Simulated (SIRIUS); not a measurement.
# Ge (P-1) in SIRIUS: convergence with smearing width

Aim: find how far smearing width must go before the results for Ge settle, at PBEsol. This setting moves, with any that are tied to it; all else stays.

All numbers are computed with SIRIUS 7.10.0; they aren't measurements. Logs are shortened: lines on timing, memory, paths and dates and some standing lists are left out, and cuts for length are marked. The log counts tension as positive stress, the text compression.

### 1 The cell of the first run

The typed cell holds 2 atoms: a = 4.001 Å, b = 4.001 Å, c = 4.001 Å, α = 60.00°, β = 60.00°, γ = 60.00°.

The cell isn't the ideal one: atoms moved at random, drawn with an rms of 0.1 Å.

### 2 With smearing width 0.4 eV

The input, sirius.json:

```json
{
  "control": {
    "processing_unit": "cpu",
    "verbosity": 2,
    "num_bands_to_print": 22,
    "print_forces": true,
    "print_stress": true
  },
  "parameters": {
    "electronic_structure_method": "pseudopotential",
    "xc_functionals": ["XC_GGA_X_PBE_SOL", "XC_GGA_C_PBE_SOL"],
    "gk_cutoff": 6.4,
    "pw_cutoff": 20.0,
    "ngridk": [4, 4, 4],
    "shiftk": [0, 0, 0],
    "smearing": "cold",
    "smearing_width": 0.0146997289,
    "num_bands": 22,
    "num_mag_dims": 0,
    "num_dft_iter": 100,
    "energy_tol": 1e-08,
    "density_tol": 1e-06
  },
  "iterative_solver": {
    "type": "davidson",
    "min_tolerance": 1e-10
  },
  "mixer": {
    "type": "anderson",
    "beta": 0.7,
    "max_history": 8
  },
  "settings": {
    "tol_ne": 1e-10
  },
  "unit_cell": {
    "lattice_vectors": [
      [0.0, 0.707106781187, 0.707106781187],
      [0.707106781187, 0.0, 0.707106781187],
      [0.707106781187, 0.707106781187, 0.0]
    ],
    "lattice_vectors_scale": 7.5601949712,
    "atom_coordinate_units": "lattice",
    "atom_types": ["Ge"],
    "atom_files": {
      "Ge": "Ge.json"
    },
    "atoms": {
      "Ge": [
        [0.732872, 0.775038, 0.73162],
        [0.504098, 0.493164, 0.508683]
      ]
    }
  }
}
```

Potentials or basis: GBRV 1.5 PBEsol (ultrasoft).

On the command line:

```
$ upf_to_json ge_pbesol_v1.4.uspp.F.UPF
$ OMP_NUM_THREADS=1 sirius.scf --input=sirius.json --output=out.json --task=0
```

It took 37 s on 1 thread of Arm Neoverse V1, shared host; peak memory 0.34 GiB.

Results:

```yaml
Free_energy: -5800.8484 eV
Pressure: 1.6 GPa
Largest_force: 1.539 eV/Å
Band_gap_on_the_k_mesh: none (metal or under the smearing width)
```

### 3 With smearing width 0.3 eV

Changes to sirius.json since step 2:

```diff
@@ -16,3 +16,3 @@
     "smearing": "cold",
-    "smearing_width": 0.0146997289,
+    "smearing_width": 0.0110247967,
     "num_bands": 22,
```

Potentials or basis: GBRV 1.5 PBEsol (ultrasoft).

On the command line:

```
$ upf_to_json ge_pbesol_v1.4.uspp.F.UPF
$ OMP_NUM_THREADS=1 sirius.scf --input=sirius.json --output=out.json --task=0
```

Wall time 37 s (1 thread of Arm Neoverse V1, shared host); peak memory 0.34 GiB.

It converged, with:

```yaml
Free_energy: -5800.8506 eV
Pressure: 1.6 GPa
Largest_force: 1.557 eV/Å
Band_gap_on_the_k_mesh: none (metal or under the smearing width)
```

### 4 With smearing width 0.2 eV

Changes to sirius.json since step 3:

```diff
@@ -16,3 +16,3 @@
     "smearing": "cold",
-    "smearing_width": 0.0110247967,
+    "smearing_width": 0.0073498644,
     "num_bands": 22,
@@ -37,7 +37,6 @@
     "lattice_vectors": [
-      [0.0, 0.707106781187, 0.707106781187],
-      [0.707106781187, 0.0, 0.707106781187],
-      [0.707106781187, 0.707106781187, 0.0]
+      [0.0, 5.345865131215, 5.345865131215],
+      [5.345865131215, 0.0, 5.345865131215],
+      [5.345865131215, 5.345865131215, 0.0]
     ],
-    "lattice_vectors_scale": 7.5601949712,
     "atom_coordinate_units": "lattice",
```

On the command line:

```
$ upf_to_json ge_pbesol_v1.4.uspp.F.UPF
$ OMP_NUM_THREADS=1 sirius.scf --input=sirius.json --output=out.json --task=0
```

It took 37 s on 1 thread of Arm Neoverse V1, shared host; peak memory 0.34 GiB.

The run converged. Its results:

```yaml
Free_energy: -5800.8512 eV
Pressure: 1.9 GPa
Largest_force: 1.503 eV/Å
Band_gap_on_the_k_mesh: none (metal or under the smearing width)
```

### 5 With smearing width 0.136 eV

Changes to sirius.json since step 4:

```diff
@@ -16,3 +16,3 @@
     "smearing": "cold",
-    "smearing_width": 0.0073498644,
+    "smearing_width": 0.0049979078,
     "num_bands": 22,
```

On the command line:

```
$ upf_to_json ge_pbesol_v1.4.uspp.F.UPF
$ OMP_NUM_THREADS=1 sirius.scf --input=sirius.json --output=out.json --task=0
```

Run time: 37 s. Hardware: 1 thread of Arm Neoverse V1, shared host; peak memory 0.34 GiB.

Results (log left out):

* Free energy: -5800.8504 eV
* Pressure: 2.0 GPa
* Largest force: 1.485 eV/Å
* Band gap on the k mesh: none (metal or under the smearing width)

### 6 With smearing width 0.1 eV

Changes to sirius.json since step 5:

```diff
@@ -16,3 +16,3 @@
     "smearing": "cold",
-    "smearing_width": 0.0049979078,
+    "smearing_width": 0.0036749322,
     "num_bands": 22,
```

Potentials or basis: GBRV 1.5 PBEsol (ultrasoft).

On the command line:

```
$ upf_to_json ge_pbesol_v1.4.uspp.F.UPF
$ OMP_NUM_THREADS=1 sirius.scf --input=sirius.json --output=out.json --task=0
```

It took 37 s on 1 thread of Arm Neoverse V1, shared host; peak memory 0.34 GiB.

It converged, with:

```
Free energy            : -5800.8500 eV
Pressure               : 2.0 GPa
Largest force          : 1.478 eV/Å
Band gap on the k mesh : none (metal or under the smearing width)
```

### 7 With smearing width 0.05 eV

Changes to sirius.json since step 6:

```diff
@@ -16,3 +16,3 @@
     "smearing": "cold",
-    "smearing_width": 0.0036749322,
+    "smearing_width": 0.0018374661,
     "num_bands": 22,
```

On the command line:

```
$ upf_to_json ge_pbesol_v1.4.uspp.F.UPF
$ OMP_NUM_THREADS=1 sirius.scf --input=sirius.json --output=out.json --task=0
```

It took 37 s on 1 thread of Arm Neoverse V1, shared host; peak memory 0.34 GiB.

It converged, with:

| Quantity | Value |
| --- | --- |
| Free energy | -5800.8498 eV |
| Pressure | 1.8 GPa |
| Largest force | 1.467 eV/Å |
| Band gap on the k mesh | none (metal or under the smearing width) |

### 8 With smearing width 0.025 eV

Changes to sirius.json since step 7:

```diff
@@ -16,3 +16,3 @@
     "smearing": "cold",
-    "smearing_width": 0.0018374661,
+    "smearing_width": 0.0009187331,
     "num_bands": 22,
```

On the command line:

```
$ upf_to_json ge_pbesol_v1.4.uspp.F.UPF
$ OMP_NUM_THREADS=1 sirius.scf --input=sirius.json --output=out.json --task=0
```

It took 37 s on 1 thread of Arm Neoverse V1, shared host; peak memory 0.34 GiB.

Results (log left out):

```yaml
Free_energy: -5800.8498 eV
Pressure: 1.8 GPa
Largest_force: 1.463 eV/Å
Band_gap_on_the_k_mesh: none (metal or under the smearing width)
```

### 9 With smearing width 0.01 eV

Changes to sirius.json since step 8:

```diff
@@ -16,3 +16,3 @@
     "smearing": "cold",
-    "smearing_width": 0.0009187331,
+    "smearing_width": 0.0003674932,
     "num_bands": 22,
```

Potentials or basis: GBRV 1.5 PBEsol (ultrasoft).

On the command line:

```
$ upf_to_json ge_pbesol_v1.4.uspp.F.UPF
$ OMP_NUM_THREADS=1 sirius.scf --input=sirius.json --output=out.json --task=0
```

The log of the run:

```text
[info] SIRIUS version : 7.10.0
[info] number of MPI ranks           : 1
[info] MPI grid                      : 1 1
[info] maximum number of OMP threads : 1
[fft] FFT context for density and potential
[fft] =====================================
[fft]   comm size                             : 1
[fft]   plane wave cutoff                     : 20
[fft]   grid size                             : 54 54 54   total : 157464
[fft]   grid limits                           : -26 27   -26 27   -26 27
[fft]   number of G-vectors within the cutoff : 20576
[fft]   local number of G-vectors             : 20576
[fft]   number of G-shells                    : 1090
[fft] FFT context for coarse grid
[fft] =====================================
[fft]   comm size                             : 1
[fft]   plane wave cutoff                     : 12.8
[fft]   grid size                             : 36 36 36   total : 46656
[fft]   grid limits                           : -17 18   -17 18   -17 18
[fft]   number of G-vectors within the cutoff : 5425
[fft]   local number of G-vectors             : 5425
[fft]   number of G-shells                    : 326
[unit cell] lattice vectors
[unit cell]   a1 :       0.0000000000      5.3458651312      5.3458651312
[unit cell]   a2 :       5.3458651312      0.0000000000      5.3458651312
[unit cell]   a3 :       5.3458651312      5.3458651312      0.0000000000
[unit cell] reciprocal lattice vectors
[unit cell]   b1 :      -0.5876677725      0.5876677725      0.5876677725
[unit cell]   b2 :       0.5876677725     -0.5876677725      0.5876677725
[unit cell]   b3 :       0.5876677725      0.5876677725     -0.5876677725
[unit cell] unit cell volume :       305.55119699 [a.u.^3]
[unit cell] 1/sqrt(omega)    :         0.05720816
[unit cell] MT volume        :         0.00000000 ( 0.00%)
[unit cell] IT volume        :       305.55119699 (100.00%)
[unit cell] number of atom types : 1
[unit cell] type id : 0 symbol : Ge mt_radius : 203.145959 num_atoms : 2
[unit cell] total number of atoms : 2
[unit cell] number of symmetry classes : 1
[unit cell] number of PAW atoms : 0
[unit cell] atom id  type id  class id             position                      vector_field
[unit cell] ------------------------------------------------------------------------------------------
[unit cell]      0        0        0      0.73287   0.77504   0.73162      0.00000   0.00000   0.00000
[unit cell]      1        0        0      0.50410   0.49316   0.50868      0.00000   0.00000   0.00000
[unit cell] atom id         position (Cartesian, a.u.)
[unit cell] ---------------------------------------------
[unit cell]      0       8.054390    7.828977    8.061083
[unit cell]      1       5.355739    5.414191    5.331228
[unit cell] class id : 0 atom id : 0 1
[unit cell] minimum bond length:     4.436489
[unit cell] total number of pseudo wave-functions: 18
[... 317 lines left out ...]
[diagonalize] ik:   31   -0.607777   -0.604533   -0.603712   -0.600893   -0.600521   -0.598635   -0.597181   -0.596023   -0.594056   -0.592264   -0.070550    0.032501    0.160141    0.227031    0.368555    0.454917    0.501040    0.522530    0.678304    0.729406    0.742646    0.753552
[diagonalize] ik:   32   -0.607768   -0.605446   -0.602226   -0.600899   -0.599579   -0.599111   -0.597525   -0.597269   -0.593465   -0.592218   -0.029644   -0.003699    0.155398    0.169303    0.458396    0.463849    0.469837    0.489589    0.703726    0.719006    0.775588    0.789495
[diagonalize] ik:   33   -0.607177   -0.606451   -0.602560   -0.602215   -0.599001   -0.598847   -0.596809   -0.596629   -0.593039   -0.592734   -0.023689   -0.018685    0.194881    0.194902    0.328333    0.332077    0.655105    0.658667    0.721519    0.729838    0.778254    0.780910
[diagonalize] ik:   34   -0.607480   -0.606019   -0.603592   -0.600675   -0.600237   -0.598414   -0.597493   -0.595722   -0.593465   -0.592454   -0.069123    0.026789    0.174793    0.219186    0.353454    0.454402    0.512170    0.544069    0.666862    0.716447    0.736364    0.752625
[diagonalize] ik:   35   -0.607232   -0.605497   -0.604319   -0.601545   -0.601301   -0.596906   -0.596819   -0.594921   -0.594250   -0.592850   -0.082948    0.017413    0.244002    0.270561    0.315676    0.425338    0.465366    0.564904    0.680976    0.703945    0.715126    0.724171
[find] Charges and magnetic moments
[find] --------------------------------------------------------------------------------
[find] total charge          : 28.000000
[find] Energy
[find] --------------------------------------------------------------------------------
[find] valence_eval_sum               :     -11.19127472
[find] <rho|V^{XC}>                   :     -36.91473518
[find] <rho|E^{XC}>                   :     -57.64484278
[find] <mag|B^{XC}>                   :       0.00000000
[find] <rho|V^{H}>                    :     165.20308750
[find] one-electron contribution      :    -139.47962704 (Ha),    -278.95925408 (Ry)
[find] hartree contribution           :      82.60154375
[find] xc contribution                :     -57.64484278
[find] ewald contribution             :     -98.65437747
[find] PAW contribution               :       0.00000000
[find] smearing (-TS)                 :       0.00000094
[find] SCF correction                 :       0.00000148
[find] Total energy                   :    -213.17730207 (Ha),    -426.35460414 (Ry)
[find] Free energy (E-TS)             :    -213.17730113 (Ha),    -426.35460227 (Ry)
[find] band gap (eV)                  :       0.00000000
[find] Efermi                         :       0.30519239
[find] iteration : 16, RMS : 5.327095713314e-08, energy difference : 2.756905814749e-12
[find] Hartree energy of density residual : 1.765530831278e-12
[find] bands are converged : true
[find] iterative solver converged : true
[find] converged after 17 SCF iterations!
[find] Charges and magnetic moments
[find] --------------------------------------------------------------------------------
[find] total charge          : 28.000000
[find] Energy
[find] --------------------------------------------------------------------------------
[find] valence_eval_sum               :     -11.19127472
[find] <rho|V^{XC}>                   :     -36.91473518
[find] <rho|E^{XC}>                   :     -57.64484278
[find] <mag|B^{XC}>                   :       0.00000000
[find] <rho|V^{H}>                    :     165.20308750
[find] one-electron contribution      :    -139.47962704 (Ha),    -278.95925408 (Ry)
[find] hartree contribution           :      82.60154375
[find] xc contribution                :     -57.64484278
[find] ewald contribution             :     -98.65437747
[find] PAW contribution               :       0.00000000
[find] smearing (-TS)                 :       0.00000094
[find] SCF correction                 :       0.00000148
[find] Total energy                   :    -213.17730207 (Ha),    -426.35460414 (Ry)
[find] Free energy (E-TS)             :    -213.17730113 (Ha),    -426.35460227 (Ry)
[find] band gap (eV)                  :       0.00000000
[find] Efermi                         :       0.30519239
[ground_state] === stress tensor components [kbar] ===
[ground_state] === stress_kin ===
[ground_state] -10053.335336   -8.176455   35.730402
[ground_state]    -8.176455-10049.748077   -1.918558
[ground_state]    35.730402   -1.918558-10053.254562
[ground_state] === stress_har ===
[ground_state] -26626.430642  608.434387-2705.531341
[ground_state]   608.434387-26295.727800  300.452926
[ground_state] -2705.531341  300.452926-26613.481592
[ground_state] === stress_ewald ===
[ground_state] 31481.561662  963.216395-4281.945970
[ground_state]   963.21639532008.477592  477.046650
[ground_state] -4281.945970  477.04665031502.604929
[ground_state] === stress_vloc ===
[ground_state] -1570.173811-1561.326267 6933.589136
[ground_state] -1561.326267-2431.702420 -773.407853
[ground_state]  6933.589136 -773.407853-1604.213356
[ground_state] === stress_xc ===
[ground_state] -19631.765100    0.437998   -1.738002
[ground_state]     0.437998-19631.304036    0.253392
[ground_state]    -1.738002    0.253392-19631.748015
[ground_state] === stress_core ===
[ground_state] 29383.152300   -0.521660    1.992268
[ground_state]    -0.52166029382.586256   -0.333701
[ground_state]     1.992268   -0.33370129383.130737
[ground_state] === stress_nonloc ===
[ground_state]  2789.196167    8.948665  -34.057640
[ground_state]     8.948665 2799.364470    5.601800
[ground_state]   -34.057640    5.601800 2789.587075
[ground_state] === stress_us ===
[ground_state] -5793.758833   -0.250419    2.556422
[ground_state]    -0.250419-5792.293088   -0.008701
[ground_state]     2.556422   -0.008701-5793.716609
[ground_state] === stress_us_nl ===
[ground_state] -3004.562665    8.698246  -31.501219
[ground_state]     8.698246-2992.928618    5.593099
[ground_state]   -31.501219    5.593099-3004.129534
[ground_state] === stress_total ===
[ground_state]   -21.553593   10.762643  -49.404725
[ground_state]    10.762643  -10.347103    7.685955
[ground_state]   -49.404725    7.685955  -21.091393
[ground_state] ==== total Forces in Ha/bohr =====
[ground_state] atom:    0, force:      -0.0047671      0.0270280     -0.0074356
[ground_state] atom:    1, force:       0.0047671     -0.0270280      0.0074356
[ground_state] ==== ultrasoft contribution from Qij =====
[ground_state] atom:    0, force:       0.0024394     -0.0157171      0.0058317
[ground_state] atom:    1, force:      -0.0024394      0.0157171     -0.0058317
[ground_state] ==== non-local contribution from Beta-projector =====
[ground_state] atom:    0, force:      -0.0025902      0.0155327     -0.0029989
[ground_state] atom:    1, force:       0.0025902     -0.0155327      0.0029989
[ground_state] ==== contribution from local potential =====
[ground_state] atom:    0, force:       0.1332869     -0.6624076      0.1758833
[ground_state] atom:    1, force:      -0.1332869      0.6624076     -0.1758833
[ground_state] ==== contribution from core density =====
[ground_state] atom:    0, force:       0.0004101     -0.0020168      0.0004823
[ground_state] atom:    1, force:      -0.0004101      0.0020168     -0.0004823
[ground_state] ==== Ewald forces from ions =====
[ground_state] atom:    0, force:      -0.1383135      0.6916373     -0.1866339
[ground_state] atom:    1, force:       0.1383135     -0.6916373      0.1866339
[~DFT_ground_state] local op. applied: 26383
[~DFT_ground_state] evp. work count: 4554.2
[~DFT_ground_state] number of iterative solver steps: 1298
```

Run time: 37 s. Hardware: 1 thread of Arm Neoverse V1, shared host; peak memory 0.34 GiB.

Results:

| Quantity | Value |
| --- | --- |
| Free energy | -5800.8499 eV |
| Pressure | 1.8 GPa |
| Largest force | 1.462 eV/Å |
| Band gap on the k mesh | none (metal or under the smearing width) |

### 10 Result

```tsv
smearing width	energy less the tightest run (meV/atom)	pressure (GPa)	largest force (eV/Å)	SCF cycles	CPU time (s)	peak memory (GiB)
0.4 eV	0.75	1.59	1.539	17	37	0.34
0.3 eV	-0.38	1.58	1.557	17	37	0.34
0.2 eV	-0.66	1.92	1.503	17	37	0.34
0.136 eV	-0.26	1.97	1.485	17	37	0.34
0.1 eV	-0.07	1.95	1.478	17	37	0.34
0.05 eV	0.03	1.85	1.467	17	37	0.34
0.025 eV	0.02	1.77	1.463	17	37	0.34
0.01 eV	0.00	1.77	1.462	17	37	0.34
```

Against the tightest run, the energy stays within 1 meV/atom from 0.4 eV on; the pressure stays within 0.1 GPa from 0.05 eV on; the largest force stays within 0.005 eV/Å from 0.05 eV on. Narrower smearing needs a denser k mesh, so at a fixed mesh the narrowest width isn't the most accurate. The tightest run that finished is the yardstick and may itself not be fully converged.

Caveats: all runs use coarse meshes.
